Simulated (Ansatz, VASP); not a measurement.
**One calculation of K, two programs**

```
K
1.0
     4.33262    0.00000    0.00000
    -2.16631    3.75216    0.00000
     0.00000    0.00000    4.05370
K
1
Direct
  0.00000 0.00000 0.00000
```

Alike in both runs: functional LDA; k mesh 10 × 10 × 10; occupations fermi-dirac, width 0.05 eV; no spin polarisation.

Ansatz relaxed the structure, and its values are those at the end. VASP's run is a single point on that final structure, the one shown.

|  | VASP | Ansatz |
| --- | --- | --- |
| version | VASP 6.6.1 | Ansatz 0.2.0 |
| potentials or method | VASP PAW LDA potentials, release 64 (K_sv), cutoff 520 eV | all-electron LAPW, scalar-relativistic |

```csv
,VASP,Ansatz,Ansatz less VASP
pressure (GPa),0.0,0.0,+0.02
```

Ansatz ran all-electron here, so the differences hold the error of VASP's frozen core and of both bases.
